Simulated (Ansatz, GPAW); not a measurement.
# Geometry or basis: what sets the conductance of butadiene-1,4-dithiol between two Ir chains, part 2 of 5

Wanted: T(E) of butadiene-1,4-dithiol between two Ir chains at a relaxed geometry in two programs, beside the unrelaxed structure.

GPAW 26.7.0 and Ansatz 0.2.0; Ansatz plane waves; relaxation of the junction with the lead ends held; PAW set soft_1 (the session's first sound run).

So far. Step 2 (Relaxation): The relaxation lowered the energy of the cell by 3.15 eV.

### Step 3. Plane waves, PBE

Plane waves give the reference curve, free of the bias of atom-centred orbitals.

This step: Ansatz plane waves; Landauer transmission by layers, zero bias; PAW set soft_1 (Ansatz 0.2.0).

input.yaml reads:

```yaml
crystal:
  lattice:
    - [11.0488319075, 0.0, 0.0]
    - [0.0, 9.0, 0.0]
    - [0.0, 0.0, 43.0894086291]
  atoms:
    - { symbol: Ir, position: [0.5, 0.5, 0.026688693] }
    - { symbol: Ir, position: [0.5, 0.5, 0.0800660791] }
    - { symbol: Ir, position: [0.5, 0.5, 0.1334434652] }
    - { symbol: Ir, position: [0.5, 0.5, 0.1868208513] }
    - { symbol: Ir, position: [0.5, 0.5, 0.2401982373] }
    - { symbol: Ir, position: [0.5, 0.5, 0.2935756234] }
    - { symbol: Ir, position: [0.3863842274, 0.4895177302, 0.3379701002] }
    - { symbol: Ir, position: [0.4627581695, 0.4953807712, 0.3873833367] }
    - { symbol: S, position: [0.3483729393, 0.4930575794, 0.4285937355] }
    - { symbol: H, position: [0.5839203097, 0.4988098693, 0.470801717] }
    - { symbol: C, position: [0.3898282847, 0.4953568709, 0.467078023] }
    - { symbol: C, position: [0.4984130357, 0.49782831, 0.4836012067] }
    - { symbol: H, position: [0.306346335, 0.4942833088, 0.4808498782] }
    - { symbol: H, position: [0.6950195728, 0.5016134588, 0.519186876] }
    - { symbol: C, position: [0.5029363782, 0.4988107331, 0.5163964395] }
    - { symbol: C, position: [0.6114811587, 0.5007684872, 0.5329389507] }
    - { symbol: H, position: [0.4174319626, 0.4980021681, 0.5291973202] }
    - { symbol: S, position: [0.6527719032, 0.5021969283, 0.5714403222] }
    - { symbol: Ir, position: [0.5380636916, 0.5009369374, 0.6125973236] }
    - { symbol: Ir, position: [0.6140987479, 0.5033501298, 0.6620578921] }
    - { symbol: Ir, position: [0.5, 0.5, 0.7064243766] }
    - { symbol: Ir, position: [0.5, 0.5, 0.7598017627] }
    - { symbol: Ir, position: [0.5, 0.5, 0.8131791487] }
    - { symbol: Ir, position: [0.5, 0.5, 0.8665565348] }
    - { symbol: Ir, position: [0.5, 0.5, 0.9199339209] }
    - { symbol: Ir, position: [0.5, 0.5, 0.973311307] }
kpoints:
  mp_grid: { grid: [1, 1, 2] }
hamiltonian:
  xc: pbe
  pseudopotentials: { kind: paw, azcp: { folder: soft_1 } }
scf:
  occupations: { method: fermi_dirac, width: 0.1 }
output:
  transmission:
    leads: [[0, 1]]
    e_range: [-2, 2]
    de: 0.025
    kmesh: [1, 1]
    reduced_basis: true
  write_potential: true
  write_density: true
  volumetric_format: npy
```

Launch:

```console
ansatz run input.yaml --threads 4 --pin off --max-ram 8192MiB --backend cpu --events-out ev --progress --plain --runs-dir out
```

Numbers of over 12 decimals in the logs are rounded to 6 here.

What it wrote:

```text
[...]
Crystal: 26 atoms, lattice volume = 4284.789 Å³
Basis set: ecut = 420 eV, 83687 PW (Γ)
Bands: 183, of which v1, the nominal top of the filled ones, is band 152 counted from 1 (151 counted from 0)
Symmetry: 1 space group operations
[...]
k-points: 2
[...]
SCF iter   1: F=—  HF=-193810.965760 eV  |F-HF|=—  |Δ(HF+E_count)|=         —  Δρ=2.64e-2  dr2=5.97e1  ethr=3.10e-3  ⟨swp⟩=8.0  Hψ=1510  notcnv=0  defer=1
[...]
SCF iter  13: F=-193801.814325 eV  HF=-193801.814325 eV  |F-HF|=3.73e-9  |Δ(HF+E_count)|=   1.75e-8  Δρ=5.58e-7  dr2=2.14e-8  ethr=3.29e-11  ⟨swp⟩=16.0  Hψ=1101  notcnv=0
SCF 1 converged in 13 iterations: F = -193801.814325 eV  dr2 = 2.14e-8
[...]
transmission: 54 of 324 steps passed
transmission: 108 of 324 steps passed
[...]
transmission: 324 of 324 steps passed
WARN: The input density's exchange-correlation potential varies sharply where the density is thin. Do not read a vacuum level from v_tot or v_xc, or from such a field of the output density. On a cell that repeats whose density bears no net charge and no dipole along the vacuum's axis use v_es (v_loc + v_h of the components); under efield.dipole_correction with no amplitude use v_es + v_field, which holds any external [...]
SCF converged after 13 iterations
Free energy (F): -193801.814325 eV
[...]
Internal energy: -193800.273316 eV  (E = F + TS)
E sigma→0 (E₀):  -193801.043820 eV
Entropy (-TS):   -1.541008 eV (-59.270 meV/atom)
Fermi energy:    -3.594511 eV
[...]
--- Band table (eV) ---
  k-point 0: bands = [... 148 lower, -3.6923, -3.6817, -3.6209, -3.6017, -3.5748, -3.5687, -3.5669, -3.5041, ... 27 higher]
  k-point 1: bands = [... 148 lower, -3.7124, -3.6940, -3.6634, -3.6137, -3.5762, -3.5709, -3.5663, -3.4814, ... 27 higher]
--- Transmission ---
  basis      : 871 plane waves across, 54 finite elements along
  points     : 1, standing for a mesh of 1 x 1
  filling    : by the input's occupations and mesh, since the crystals that have channels conduct as metals do. If one of these is a semiconductor, that mesh has misplaced its level
  energies   : 161 from -2.000000 to 2.000000 eV about the Fermi level, 0.025000 eV apart; the leads are filled to 0.000000 eV, and channels, transmission and decay are at 0.000000 eV
  crystal 0  : Ir1, at the sites [0, 1], period 2.3000 Å, over 27.60 Å; its Hamiltonian steps by up to 11.7 meV
    offset         : up to 0.0000 Å between an atom of the period and one for which it stands
    filled         : 7.2 meV over the level at which it is neutral
    channels       : 6.000000e0 a spin
    conductance    : 4.5098e14 S/m² at 300 K; may be off by some 0.0 % by where its bands' edges are placed, 0.8 % from the distance to neutral
  junction   : crystal 0 to crystal 0, 0.70 to 41.49 Å
    transmission   : 4.637094e-1 a spin
    error estimate : 1.729781e-4 a spin from the reduction of the transverse basis, at the most 1.984067e-3 at -1.425000 eV
    conductance    : 3.9451e13 S/m² at 300 K (3.9395e13 on every other energy)
    error estimate : 0.1 % from the energy spacing and 0.0 % from band edges of the leads and from resonances (wavevectors taken as independent; lower de), 0.1 % from the reduction of the transverse basis, 6.5 % from the steps of its leads' Hamiltonians or their offsets (lay more layers), 1.0 % from the distance to neutral
    resistance     : 2.3131e-2 Ω µm² beyond half of each lead's own
```

Run time: 6.1 min. Hardware: 4 threads of Arm Neoverse V1, shared host; peak memory 6.6 GiB; 13 min of CPU time.

This step gave:

```yaml
lead_level: 0 eV from the Fermi level
transmission_at_the_fermi_level_one_spin: 0.4637
open_channels_of_the_lead_at_the_fermi_level_one_spin: 6
step_of_the_potential_along_the_lead: 11.7 meV
offset_of_the_lead: 0 Å
filling_of_the_lead_less_its_bulk_value_in_size: 7.2 meV
conductance: 0.5063 G₀
```

One spin. Table of transmission, zone mean by energy, zero at the Fermi level:

| energy (eV) | transmission, zone mean |
| --- | --- |
| -2.000 | 0.325 |
| -1.900 | 0.292 |
| -1.800 | 0.290 |
| -1.700 | 0.320 |
| -1.600 | 0.401 |
| -1.500 | 0.627 |
| -1.450 | 0.884 |
| -1.400 | 0.542 |
| -1.300 | 0.104 |
| -1.200 | 0.0904 |
| -1.100 | 0.120 |
| -1.025 | 0.193 |
| -1.000 | 0.0712 |
| -0.900 | 0.402 |
| -0.800 | 0.580 |
| -0.700 | 0.740 |
| -0.600 | 0.897 |
| -0.500 | 0.994 |
| -0.450 | 1.01 |
| -0.400 | 0.991 |
| -0.300 | 0.845 |
| -0.200 | 0.651 |
| -0.100 | 0.532 |
| 0.000 | 0.464 |
| 0.100 | 0.850 |
| 0.175 | 0.975 |
| 0.200 | 0.972 |
| 0.300 | 0.758 |
| 0.400 | 0.437 |
| 0.500 | 0.419 |
| 0.600 | 0.987 |
| 0.700 | 0.168 |
| 0.800 | 0.0307 |
| 0.900 | 0.0108 |
| 1.000 | 0.00541 |
| 1.100 | 0.00342 |
| 1.200 | 0.00254 |
| 1.300 | 0.00215 |
| 1.400 | 0.00201 |
| 1.500 | 0.00204 |
| 1.600 | 0.00220 |
| 1.700 | 0.00249 |
| 1.800 | 0.00285 |
| 1.900 | 0.00309 |
| 2.000 | 0.00267 |

One spin. Open channels, zone mean against energy, zero at the Fermi level:

| energy (eV) | open channels, zone mean |
| --- | --- |
| -2.000 | 3 |
| -1.800 | 4 |
| -1.600 | 4 |
| -1.400 | 6 |
| -1.200 | 6 |
| -1.000 | 6 |
| -0.800 | 6 |
| -0.600 | 6 |
| -0.400 | 6 |
| -0.200 | 6 |
| 0.000 | 6 |
| 0.200 | 4 |
| 0.400 | 4 |
| 0.600 | 4 |
| 0.800 | 4 |
| 1.000 | 3 |
| 1.200 | 3 |
| 1.400 | 3 |
| 1.600 | 3 |
| 1.800 | 3 |
| 2.000 | 3 |

Crystal 0, spin -, k parallel (0, 0); distinct values, listed up to 1.5 1/Å. Im kz of the slowest decaying states against energy, zero at the Fermi level:

| energy (eV) | decay 1 (Å⁻¹) | decay 2 (Å⁻¹) | decay 3 (Å⁻¹) | decay 4 (Å⁻¹) |
| --- | --- | --- | --- | --- |
| -2.000 | 0.0303 | 0.550 | 0.550 | 1.31 |
| -1.800 | 0.447 | 0.447 | 1.29 | 1.31 |
| -1.600 | 0.302 | 0.303 | 1.27 | 1.29 |
| -1.400 | 1.25 | 1.27 | 1.33 | 1.43 |
| -1.200 | 1.23 | 1.25 | 1.31 | 1.41 |
| -1.000 | 1.21 | 1.23 | 1.29 | 1.39 |
| -0.800 | 1.19 | 1.21 | 1.27 | 1.37 |
| -0.600 | 1.17 | 1.19 | 1.25 | 1.35 |
| -0.400 | 1.14 | 1.17 | 1.23 | 1.33 |
| -0.200 | 1.12 | 1.14 | 1.21 | 1.31 |
| 0.000 | 1.10 | 1.12 | 1.19 | 1.29 |
| 0.200 | 0.245 | 0.245 | 1.07 | 1.10 |
| 0.400 | 0.368 | 1.05 | 1.08 | 1.14 |
| 0.600 | 0.451 | 1.02 | 1.05 | 1.12 |
| 0.800 | 0.515 | 0.515 | 1.000 | 1.03 |
| 1.000 | 0.100 | 0.567 | 0.974 | 1.00 |
| 1.200 | 0.200 | 0.611 | 0.611 | 0.948 |
| 1.400 | 0.260 | 0.648 | 0.921 | 0.951 |
| 1.600 | 0.305 | 0.681 | 0.894 | 0.925 |
| 1.800 | 0.341 | 0.709 | 0.709 | 0.867 |
| 2.000 | 0.372 | 0.735 | 0.735 | 0.838 |

Crystal 0, spin -, k parallel (0, 0). Re kz of states that move upwards against energy, zero at the Fermi level:

| energy (eV) | channel 1 (Å⁻¹) | channel 2 (Å⁻¹) | channel 3 (Å⁻¹) | channel 4 (Å⁻¹) | channel 5 (Å⁻¹) | channel 6 (Å⁻¹) |
| --- | --- | --- | --- | --- | --- | --- |
| -2.000 | -0.681 | -0.681 | 0.707 | - | - | - |
| -1.800 | -0.649 | -0.648 | 0.260 | 0.723 | - | - |
| -1.600 | -0.617 | -0.616 | 0.371 | 0.740 | - | - |
| -1.400 | -0.586 | -0.585 | 0.152 | 0.152 | 0.456 | 0.758 |
| -1.200 | -0.555 | -0.555 | 0.381 | 0.382 | 0.528 | 0.776 |
| -1.000 | -0.526 | -0.525 | 0.527 | 0.528 | 0.592 | 0.795 |
| -0.800 | -0.496 | -0.495 | 0.649 | 0.652 | 0.652 | 0.816 |
| -0.600 | -0.467 | -0.466 | 0.699 | 0.769 | 0.769 | 0.841 |
| -0.400 | -0.438 | -0.437 | 0.742 | 0.871 | 0.887 | 0.887 |
| -0.200 | -0.409 | -0.408 | 0.777 | 0.908 | 1.02 | 1.02 |
| 0.000 | -0.380 | -0.380 | 0.806 | 0.952 | 1.21 | 1.21 |
| 0.200 | -0.352 | -0.351 | 0.829 | 1.00 | - | - |
| 0.400 | -0.323 | -0.322 | 0.850 | 1.06 | - | - |
| 0.600 | -0.293 | -0.293 | 0.868 | 1.13 | - | - |
| 0.800 | -0.264 | -0.263 | 0.885 | 1.22 | - | - |
| 1.000 | -0.233 | -0.233 | 0.901 | - | - | - |
| 1.200 | -0.202 | -0.201 | 0.917 | - | - | - |
| 1.400 | -0.170 | -0.169 | 0.933 | - | - | - |
| 1.600 | -0.136 | -0.135 | 0.948 | - | - | - |
| 1.800 | -0.0982 | -0.0969 | 0.964 | - | - | - |
| 2.000 | -0.0502 | -0.0485 | 0.979 | - | - | - |

The electrostatic potential energy of an electron (with the applied field's), less the Fermi level, planar mean oscillates, so the rows of the table below give means over windows of 2.15 Å about each position, cut where the curve ends. Its first 14 maxima inside the range that stand out by 2 % of the span (Å: eV): 2.3: 5.34, 4.6: 5.33, 6.9: 5.31, 9.2: 5.25, 11.5: 5.14, 13.6: 4.54, 15.7: 4.72, 17.7: 4.39, 19.4: 4.44, 21.5: 4.29, 23.7: 4.44, 25.4: 4.39, 27.4: 4.72, 29.4: 4.53. Its first 14 minima: 1.1: 3.80, 3.4: 3.79, 5.7: 3.78, 8.0: 3.74, 10.3: 3.67, 12.6: 3.46, 14.5: 3.37, 16.7: 3.31, 18.5: 3.80, 20.5: 3.27, 22.6: 3.27, 24.6: 3.80, 26.4: 3.31, 28.6: 3.37.

Table of electrostatic potential energy of an electron (with the applied field's), less the Fermi level, planar mean by z; means over each step:

| z (Å) | electrostatic potential energy of an electron (with the applied field's), less the Fermi level, planar mean (eV) |
| --- | --- |
| 1.07 | 4.52 |
| 3.22 | 4.51 |
| 5.37 | 4.52 |
| 7.52 | 4.51 |
| 9.67 | 4.47 |
| 11.82 | 4.35 |
| 13.97 | 3.89 |
| 16.12 | 3.98 |
| 18.27 | 4.07 |
| 20.42 | 3.77 |
| 22.57 | 3.76 |
| 24.72 | 4.09 |
| 26.87 | 3.97 |
| 29.02 | 3.91 |
| 31.17 | 4.33 |
| 33.32 | 4.45 |
| 35.47 | 4.49 |
| 37.62 | 4.51 |
| 39.77 | 4.50 |
| 41.92 | 4.49 |

The valence density, planar mean oscillates, so the rows of the table below give means over windows of 2.3 Å about each position, cut where the curve ends. Its first 14 maxima inside the range that stand out by 2 % of the span (Å: e/Å³): 1.1: 0.147, 3.4: 0.147, 5.7: 0.147, 8.0: 0.147, 10.3: 0.148, 12.6: 0.147, 14.5: 0.147, 16.7: 0.149, 18.2: 0.0401, 20.5: 0.0709, 22.6: 0.0709, 24.8: 0.0401, 26.4: 0.149, 28.6: 0.147. Its first 14 minima: 2.3: 0.0226, 4.6: 0.0226, 6.9: 0.0227, 9.2: 0.0225, 11.5: 0.0230, 13.6: 0.0356, 15.7: 0.0269, 17.7: 0.0340, 19.4: 0.0262, 21.5: 0.0289, 23.7: 0.0261, 25.4: 0.0341, 27.4: 0.0268, 29.4: 0.0356.

The valence density, planar mean by z; means over each step:

| z (Å) | valence density, planar mean (e/Å³) |
| --- | --- |
| 1.15 | 0.0743 |
| 3.45 | 0.0743 |
| 5.75 | 0.0744 |
| 8.05 | 0.0744 |
| 10.35 | 0.0744 |
| 12.65 | 0.0776 |
| 14.95 | 0.0789 |
| 17.25 | 0.0786 |
| 19.55 | 0.0423 |
| 21.85 | 0.0481 |
| 24.15 | 0.0352 |
| 26.45 | 0.0780 |
| 28.75 | 0.0816 |
| 31.05 | 0.0751 |
| 33.35 | 0.0744 |
| 35.65 | 0.0744 |
| 37.95 | 0.0744 |
| 40.25 | 0.0743 |
| 42.55 | 0.0938 |

The largest of the program's own error estimates on the conductance is 6.5 %. T at the Fermi level is 0.464 of 6 open channels a spin, without spin-orbit coupling, which is large for these atoms.

(Continued in part 3 of 5.)

[Logs are printed without paths, hosts, clocks, repeated set-up lines and the standing remarks that a program may print on its own settings, such as how far it seeks lower states.]

[Hosts, paths, dates, database ids (printed as entryN), source tags and the programs' standing remarks are cut or masked in the printed files.]
